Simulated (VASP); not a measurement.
# ZnO (P6_3/mmc) in VASP: notebook

The runs below take ZnO through single point, relaxation of cell and atoms, with PBEsol.

Program: VASP 6.6.1. These are calculated values, not measurements. Logs are shortened: lines on timing, memory, paths and dates and some standing lists are left out, and cuts for length are marked.

**1. The structure**

The structure is hexagonal, space group P6_3/mmc (No. 194). Conventional cell: a = 3.412 Å, b = 3.412 Å, c = 4.483 Å, α = 90.00°, β = 90.00°, γ = 120.00°. Zn (site symmetry -6m2) is surrounded by 5 O at 1.97 to 2.24 Å. Around O (site symmetry -6m2) lie 5 Zn at 1.97 to 2.24 Å.

Measurements of this composition are mostly on another form, of space group No. 186.

**2. Single point, PBEsol**

INCAR

```
SYSTEM = ZnO
PREC     = Accurate       ! precision mode
ENCUT    = 520            ! plane-wave cutoff, eV
EDIFF    = 1E-6           ! SCF threshold, eV
ISMEAR   = 0              ! smearing method
SIGMA    = 0.02           ! smearing width, eV
LREAL    = .FALSE.        ! projectors in reciprocal space
LASPH    = .TRUE.         ! aspherical terms in the spheres
NELM     = 100            ! most SCF steps
ALGO     = Fast           ! electronic algorithm
ISIF     = 2              ! what is computed and relaxed
LWAVE    = .FALSE.        ! write WAVECAR
LCHARG   = .TRUE.         ! write CHGCAR
GGA      = PS             ! functional
LELF     = .TRUE.         ! ELF
LVHAR    = .TRUE.       
NBANDS   = 26             ! bands
```

KPOINTS

```
regular mesh
0
G
  9 9 6
  0 0 0
```

POSCAR

```
ZnO
1.0
    3.4123584129      0.0000000000      0.0000000000
   -1.7061792064      2.9551890724      0.0000000000
    0.0000000000      0.0000000000      4.4831165097
Zn O
2 2
Direct
    0.3333333333      0.6666666667      0.0000000000
    0.6666666667      0.3333333333      0.5000000000
    0.3333333333      0.6666666667      0.5000000000
    0.6666666667      0.3333333333      1.0000000000
```

Potentials or basis: VASP PAW PBE potentials, release 64 (Zn, O).

On the command line:

```sh
$ cat potpaw_PBE.64/Zn/POTCAR potpaw_PBE.64/O/POTCAR > POTCAR
$ mpirun -np 1 vasp_std > vasp.out
```

OUTCAR:

```text
SYSTEM = ZnO
   PREC = Accurate
   ENCUT = 520
   EDIFF = 1E-6
   ISMEAR = 0
   LREAL = .FALSE.
   LASPH = .TRUE.
   NELM = 100
   ISIF = 2
   GGA = PS

 ion  position               nearest neighbor table
   1  0.333  0.667  0.000-   4 1.97   4 1.97   4 1.97   3 2.24   3 2.24   2 2.98   2 2.98   2 2.98
                             2 2.98   2 2.98   2 2.98
   2  0.667  0.333  0.500-   3 1.97   3 1.97   3 1.97   4 2.24   4 2.24   1 2.98   1 2.98   1 2.98
                             1 2.98   1 2.98   1 2.98
   3  0.333  0.667  0.500-   2 1.97   2 1.97   2 1.97   1 2.24   1 2.24
   4  0.667  0.333  0.000-   1 1.97   1 1.97   1 1.97   2 2.24   2 2.24

  LATTYP: Found a hexagonal cell.
 ALAT       =     3.4123584129
 C/A-ratio  =     1.3137882858

  Lattice vectors:

 A1 = (   3.4123584129,   0.0000000000,   0.0000000000)
 A2 = (  -1.7061792064,   2.9551890724,   0.0000000000)
 A3 = (   0.0000000000,   0.0000000000,   4.4831165097)

Analysis of symmetry for initial positions (statically):
=====================================================================
 Subroutine PRICEL returns:
 Original cell was already a primitive cell.

 Routine SETGRP: Setting up the symmetry group for a
 hexagonal supercell.

 Subroutine GETGRP returns: Found 24 space group operations
 (whereof 12 operations were pure point group operations)
 out of a pool of 24 trial point group operations.

The static configuration has the point symmetry D_3h.
 The point group associated with its full space group is D_6h.

Analysis of symmetry for dynamics (positions and initial velocities):
=====================================================================
 Subroutine PRICEL returns:
 Original cell was already a primitive cell.

 Routine SETGRP: Setting up the symmetry group for a
 hexagonal supercell.

 Subroutine GETGRP returns: Found 24 space group operations
 (whereof 12 operations were pure point group operations)
 out of a pool of 24 trial point group operations.

The dynamic configuration has the point symmetry D_3h.
 The point group associated with its full space group is D_6h.

 Subroutine INISYM returns: Found 24 space group operations
 (whereof 12 operations are pure point group operations),
 and found     1 'primitive' translations

----------------------------------------------------------------------------------------

                                     Primitive cell

  volume of cell :      45.2085

  direct lattice vectors                    reciprocal lattice vectors
     3.412358413  0.000000000  0.000000000     0.293052452  0.169193912  0.000000000
    -1.706179206  2.955189072  0.000000000     0.000000000  0.338387824  0.000000000
     0.000000000  0.000000000  4.483116510     0.000000000  0.000000000  0.223059115

  length of vectors
     3.412358413  3.412358413  4.483116510     0.338387824  0.338387824  0.223059115

  position of ions in fractional coordinates (direct lattice)
     0.333333333  0.666666667  0.000000000
     0.666666667  0.333333333  0.500000000
     0.333333333  0.666666667  0.500000000
     0.666666667  0.333333333  0.000000000

  ion indices of the primitive-cell ions
   primitive index   ion index
                 1           1
                 2           2
                 3           3
                 4           4

----------------------------------------------------------------------------------------

 KPOINTS: regular mesh

Automatic generation of k-mesh.
 Grid dimensions read from file:
 generate k-points for:    9    9    6

 Generating k-lattice:

  Cartesian coordinates                     Fractional coordinates (reciprocal lattice)
     0.032561384  0.018799324  0.000000000     0.111111111  0.000000000  0.000000000
     0.000000000  0.037598647  0.000000000     0.000000000  0.111111111  0.000000000
     0.000000000  0.000000000  0.037176519     0.000000000  0.000000000  0.166666667

  Length of vectors
     0.037598647  0.037598647  0.037176519

  Shift w.r.t. Gamma in fractional coordinates (k-lattice)
     0.000000000  0.000000000  0.000000000

 Subroutine IBZKPT returns following result:
 ===========================================

 Found     48 irreducible k-points:

 Following reciprocal coordinates:
            Coordinates               Weight
  0.000000  0.000000  0.000000      1.000000
  0.111111  0.000000  0.000000      6.000000
  0.222222  0.000000  0.000000      6.000000
  0.333333  0.000000  0.000000      6.000000
  0.444444  0.000000  0.000000      6.000000
  0.111111  0.111111  0.000000      6.000000
[... 16 lines left out ...]
  0.333333  0.222222  0.166667     24.000000
  0.333333  0.333333  0.166667      4.000000
 [... further k-points ...]
   k-points           NKPTS =     48   k-points in BZ     NKDIM =     48   number of bands    NBANDS=     26
   number of dos      NEDOS =    301   number of ions     NIONS =      4
   total plane-waves  NPLWV =  28224
   dimension x,y,z NGX =    28 NGY =   28 NGZ =   36
   dimension x,y,z NGXF=    56 NGYF=   56 NGZF=   72
   ions per type =               2   2
   NGX,Y,Z   is equivalent  to a cutoff of  13.64, 13.64, 13.35 a.u.
   NGXF,Y,Z  is equivalent  to a cutoff of  27.28, 27.28, 26.70 a.u.
 SYSTEM =  ZnO
   PREC   = accura    normal or accurate (medium, high low for compatibility)
   ISTART =      0    job   : 0-new  1-cont  2-samecut
   ICHARG =      2    charge: 1-file 2-atom 10-const
   ISPIN  =      1    spin polarized calculation?
   LNONCOLLINEAR =      F non collinear calculations
   LSORBIT =      F    spin-orbit coupling
   LASPH  =      T    aspherical Exc in radial PAW
   ENCUT  =  520.0 eV  38.22 Ry    6.18 a.u.   6.34  6.34  8.34*2*pi/ulx,y,z
   NELM   =    100;   NELMIN=  2; NELMDL= -5     # of ELM steps
   EDIFF  = 0.1E-05   stopping-criterion for ELM
   LREAL  =      F    real-space projection
   EDIFFG = 0.1E-04   stopping-criterion for IOM
   NSW    =      0    number of steps for IOM
   IBRION =     -1    ionic relax: 0-MD 1-quasi-New 2-CG
   NFREE  =      0    steps in history (QN), initial steepest desc. (CG)
   ISIF   =      2    stress and relaxation
   ISYM   =      2    0-nonsym 1-usesym 2-fastsym
   POTIM  = 0.5000    time-step for ionic-motion
   TEBEG  =    0.0;   TEEND  =   0.0 temperature during run
   PSTRESS=    0.0 pullay stress
   NELECT =      36.0000    total number of electrons
   NUPDOWN=      -1.0000    fix difference up-down
   EMIN   =  10.00;   EMAX   =-10.00  energy-range for DOS
   EFERMI =   0.00;   METHOD = LEGACY
   ISMEAR =     0;   SIGMA  =   0.02  broadening in eV -4-tet -1-fermi 0-gaus
   EFERMI_NEDOS =   21; number of points for ismear=-14 and -15
   IALGO  =     68    algorithm
   IMIX   =      4    mixing-type and parameters
     AMIX     =   0.40;   BMIX     =  1.00
     AMIX_MAG =   1.60;   BMIX_MAG =  1.00
  volume/ion in A,a.u.               =      11.30        76.27
  Fermi-wavevector in a.u.,A,eV,Ry     =   1.517408  2.867485 31.327780  2.302527
  Thomas-Fermi vector in A             =   2.626667
   LORBIT       =      0    0 simple, 1 ext, 2 COOP (PROOUT), +10 PAW based schemes
   GGA     = PS    functional components
   LHFCALC =     F    Hartree Fock is set to
   AEXX    =    0.0000 exact exchange contribution
   IVDW    =     0    specifies the selected vdW correction
   LEPSILON=     F    determine dielectric tensor
   LRPA    =     F    only Hartree local field effects (RPA)
 non-spin polarized calculation
 RMM-DIIS sequential band-by-band and
 Gauss-broadening in eV      SIGMA  =   0.02
  energy-cutoff  :      520.00
  volume of cell :       45.21
 maximum number of plane-waves:      1229
 NGX is ok and might be reduce to    28
   NGX = 13   NGY = 13   NGZ = 17

 number of electron      36.0000017 magnetization

 Free energy of the ion-electron system (eV)
  ---------------------------------------------------
  ext. energy  EPLUGINS =         0.00000000
  ---------------------------------------------------
  free energy    TOTEN  =       -19.16915356 eV

  energy without entropy =      -19.16915356  energy(sigma->0) =      -19.16915356

 E-fermi :   1.4602     XC(G=0): -11.4894

 val. band max:        1.3444241633   @ k =   0.3333   0.3333   0.5000
 cond. band min:       2.2533722608   @ k =   0.0000   0.0000   0.0000
 fundamental gap:      0.9089480975
 Fermi energy:         1.4602234409

 k-point     1 :       0.0000    0.0000    0.0000
  band No.  band energies     occupation
      1     -16.7718      2.00000
      2     -15.5388      2.00000
      3      -4.4811      2.00000
      4      -4.4811      2.00000
      5      -4.3531      2.00000
      6      -4.3531      2.00000
[... 18 lines left out ...]
     25      14.4756      0.00000
     26      16.7443      0.00000

 k-point     2 :       0.1111    0.0000    0.0000
  band No.  band energies     occupation
      1     -16.7026      2.00000
      2     -15.5304      2.00000
      3      -4.4962      2.00000
      4      -4.4274      2.00000
      5      -4.3871      2.00000
      6      -4.2664      2.00000
[... 18 lines left out ...]
     25      14.7882      0.00000
     26      17.3759      0.00000

 k-point     3 :       0.2222    0.0000    0.0000
  band No.  band energies     occupation
      1     -16.5144      2.00000
      2     -15.5195      2.00000
      3      -4.5886      2.00000
      4      -4.3519      2.00000
      5      -4.2632      2.00000
      6      -4.0387      2.00000
[... 572 lines left out ...]
 k-point    23 :       0.3333    0.2222    0.1667
  band No.  band energies     occupation
      1     -15.8990      2.00000
      2     -15.6526      2.00000
      3      -4.4250      2.00000
      4      -4.2311      2.00000
      5      -3.8936      2.00000
      6      -3.8374      2.00000
[... 18 lines left out ...]
     25      14.0237      0.00000
     26      15.2447      0.00000

 k-point    24 :       0.3333    0.3333    0.1667
  band No.  band energies     occupation
      1     -15.7548      2.00000
      2     -15.7548      2.00000
      3      -4.1892      2.00000
      4      -4.1892      2.00000
      5      -3.8292      2.00000
      6      -3.8292      2.00000
[... 18 lines left out ...]
     25      15.1634      0.00000
     26      15.2427      0.00000

 [... further k-points ...]

------------------------ aborting loop because EDIFF is reached ----------------------------------------

  FORCE on cell =-STRESS in cart. coord.  units (eV):
  Direction    XX          YY          ZZ          XY          YZ          ZX
  --------------------------------------------------------------------------------------
  -------------------------------------------------------------------------------------
  Total        0.3267438      0.3267438      0.2341710      0.0000000      0.0000000     -0.0000000
  in kB       11.5797189     11.5797189      8.2989627      0.0000000      0.0000000     -0.0000000
  external PRESSURE =      10.4861335 kB  Pullay stress =       0.0000000 kB

 VOLUME and BASIS-vectors are now :
 -----------------------------------------------------------------------------
  energy-cutoff  :      520.00
  volume of cell :       45.21
      direct lattice vectors                 reciprocal lattice vectors
     3.412358413  0.000000000  0.000000000     0.293052452  0.169193912  0.000000000
    -1.706179206  2.955189072  0.000000000     0.000000000  0.338387824  0.000000000
     0.000000000  0.000000000  4.483116510     0.000000000  0.000000000  0.223059115

 POSITION                                       TOTAL-FORCE (eV/Angst)
 -----------------------------------------------------------------------------------
     -0.00000      1.97013      0.00000        -0.000000      0.000000      0.000000
      1.70618      0.98506      2.24156         0.000000     -0.000000      0.000000
     -0.00000      1.97013      2.24156        -0.000000     -0.000000      0.000000
      1.70618      0.98506      0.00000        -0.000000      0.000000      0.000000
 -----------------------------------------------------------------------------------
    total drift:                               -0.000000      0.000000     -0.000000

  FREE ENERGIE OF THE ION-ELECTRON SYSTEM (eV)
  ---------------------------------------------------
  free  energy   TOTEN  =       -19.1691535568 eV

  energy  without entropy=      -19.1691535568  energy(sigma->0) =      -19.16915356
```

It took 28 s on 1 thread of Intel Xeon 6975P-C (Granite Rapids), shared host; peak memory 0.19 GiB.

Results:

| Item | Value |
| --- | --- |
| Free energy | -19.1692 eV |
| Pressure | 1.0 GPa |
| Band gap on the k mesh | 0.91 eV, indirect (least direct gap 0.95 eV) |

Caveat: the PAW data sets were made with another functional, which shifts forces and pressure a little; an odd mesh through Γ misses points on the zone boundary, where band edges often lie.

**3. Relaxation of cell and atoms, PBEsol**

This run uses another cell than the first one, of 11.90 Å³/atom, 1.053 times its volume.

INCAR

```
ALGO = Normal
EDIFF = 1E-6
EDIFFG = -0.002
ENCUT = 600
GGA = PS
IBRION = 2
ISIF = 3
ISMEAR = 0
LASPH = True
LCHARG = False
LREAL = False
LWAVE = False
NELM = 100
NSW = 100
PREC = Accurate
SIGMA = 0.02
```

KPOINTS

```
k-points
0
Gamma
  9 9 6
```

POSCAR

```
ZnO
1.0
    3.2500000000      0.0000000000      0.0000000000
   -1.6250000000      2.8145825623      0.0000000000
    0.0000000000      0.0000000000      5.2050000000
Zn O
2 2
Direct
    0.3333333333      0.6666666667      0.0000000000
    0.6666666667      0.3333333333      0.5000000000
    0.3333333333      0.6666666667      0.5000000000
    0.6666666667      0.3333333333      1.0000000000
```

Potentials or basis: VASP PAW PBE potentials, release 64 (Zn, O).

On the command line:

```sh
$ cat potpaw_PBE.64/Zn/POTCAR potpaw_PBE.64/O/POTCAR > POTCAR
$ mpirun -np 1 vasp_std > vasp.out
```

It took 4.8 min on 1 thread of Intel Xeon 6975P-C (Granite Rapids), shared host; peak memory 0.22 GiB.

Results (log left out):

```
Free energy                            : -19.1781 eV
Relaxed volume                         : 11.37 Å³/atom
Relaxed cell                           : a = 3.419 Å, b = 3.419 Å, c = 4.490 Å, α = 90.00°, β = 90.00°, γ = 120.00°
Space group after relaxing (to 0.05 Å) : P6_3/mmc (No. 194)
Energy gained by relaxing              : 68.4 meV/atom
Ionic steps                            : 17
Pressure after relaxing                : 0.0 GPa
Band gap on the k mesh                 : 0.89 eV, indirect (least direct gap 0.94 eV)
```

Step by step:
```tsv
step	energy change (eV)	largest force (eV/Å)	pressure (GPa)	volume (Å³)
1	0.0000	0.0000	5.60	47.61
2	-0.0755	0.0000	-6.82	50.49
3	-0.0902	0.0000	-3.70	49.60
4	-0.1550	0.0000	-3.09	48.44
5	-0.2657	0.0000	2.63	44.80
6	-0.2662	0.0000	2.05	45.07
7	-0.2710	0.0000	-1.30	45.76
8	-0.2736	0.0000	-0.10	45.50
9	-0.2736	0.0000	-0.10	45.51
10	-0.2737	0.0000	-0.02	45.44
11	-0.2736	0.0000	0.10	45.42
12	-0.2737	0.0000	0.16	45.44
13	-0.2737	0.0000	0.04	45.44
14	-0.2737	0.0000	0.05	45.46
15	-0.2736	0.0000	-0.28	45.53
16	-0.2737	0.0000	-0.10	45.47
17	-0.2737	0.0000	-0.02	45.47
```

Final structure:
```cif
data_structure
_symmetry_space_group_name_H-M 'P 1'
_symmetry_Int_Tables_number 1
_cell_length_a 3.4194
_cell_length_b 3.4194
_cell_length_c 4.4902
_cell_angle_alpha 90.000
_cell_angle_beta 90.000
_cell_angle_gamma 120.000
_cell_volume 45.47
loop_
_atom_site_label
_atom_site_type_symbol
_atom_site_fract_x
_atom_site_fract_y
_atom_site_fract_z
_atom_site_occupancy
Zn1 Zn 0.33333 0.66667 0.00000 1
Zn2 Zn 0.66667 0.33333 0.50000 1
O1 O 0.33333 0.66667 0.50000 1
O2 O 0.66667 0.33333 0.00000 1
```

Levels at points of the mesh, in eV from the valence-band top:
```
           k point  band 14  band 15  band 16  band 17  band 18  band 19  band 20  band 21  band 22
(0.00, 0.00, 0.00)    -0.92    -0.80    -0.80    -0.05    -0.05     0.89     4.83     9.81    11.34
(0.00, 0.00, 0.50)    -2.25    -0.36    -0.36    -0.36    -0.36     4.27     4.27    11.34    11.34
```

Caveat: the PAW data sets were made with another functional, which shifts forces and pressure a little; an odd mesh through Γ misses points on the zone boundary, where band edges often lie.

**4. Single point, PBEsol**

This run uses another cell than the first one, of 11.90 Å³/atom, 1.053 times its volume.

INCAR

```
  PREC = Accurate
  ENCUT = 520
  EDIFF = 1E-7
  ISMEAR = 0
  SIGMA = 0.1
  LREAL = False
  LASPH = True
  NELM = 100
  ALGO = Normal
  ISIF = 2
  LWAVE = False
  LCHARG = False
  GGA = PS
  NBANDS = 26
```

KPOINTS

```
Automatic mesh
0
Gamma
  6 6 4
```

POSCAR is that of step 3.

On the command line:

```sh
$ cat potpaw_PBE.64/Zn/POTCAR potpaw_PBE.64/O/POTCAR > POTCAR
$ mpirun -np 1 vasp_std > vasp.out
```

Wall time 13 s (1 thread of Intel Xeon 6975P-C (Granite Rapids), shared host); peak memory 0.16 GiB.

The run converged. Its results:

- Free energy: -18.8975 eV
- Pressure: 5.9 GPa
- Band gap on the k mesh: 0.81 eV, direct

Stress tensor (GPa, compression positive):
```
11.12  0.00  0.00
 0.00 11.12  0.00
 0.00  0.00 -4.60
```

Levels at points of the mesh, in eV from the valence-band top:
| k point | band 15 | band 16 | band 17 | band 18 | band 19 | band 20 | band 21 | band 22 |
| --- | --- | --- | --- | --- | --- | --- | --- | --- |
| (0.00, 0.00, 0.00) | -0.33 | -0.33 | 0.00 | 0.00 | 0.81 | 4.64 | 7.77 | 12.47 |
| (0.50, 0.00, 0.00) | -2.46 | -2.21 | -1.84 | -1.15 | 5.78 | 6.74 | 7.51 | 8.07 |
| (0.00, 0.00, 0.50) | -0.16 | -0.16 | -0.16 | -0.16 | 3.21 | 3.21 | 9.56 | 9.56 |
| (0.50, 0.00, 0.50) | -2.13 | -2.13 | -1.01 | -1.01 | 5.52 | 5.52 | 8.29 | 8.29 |

Caveat: the PAW data sets were made with another functional, which shifts forces and pressure a little.

**5. Summary**

| task | cell | k mesh | cutoff (eV) | smearing | gap on the mesh (eV) | pressure (GPa) |
| --- | --- | --- | --- | --- | --- | --- |
| single point | P6_3/mmc, 11.3 Å³/atom | 9 × 9 × 6 | 520 | gaussian 0.02 eV | 0.91 | 1.0 |
| relaxation of cell and atoms | relaxed | 9 × 9 × 6 | 600 | gaussian 0.02 eV | 0.89 | 0.0 |
| single point | P6_3/mmc, 11.9 Å³/atom | 6 × 6 × 4 | 520 | gaussian 0.1 eV | 0.81 | 5.9 |

Alike in all rows: level PBEsol; potentials or basis VASP PAW PBE potentials, release 64 (Zn, O); no spin polarisation.

Caveats: the PAW data sets were made with another functional, which shifts forces and pressure a little; an odd mesh through Γ misses points on the zone boundary, where band edges often lie (some runs).

Absolute energies hang on the potentials; compare differences alone.
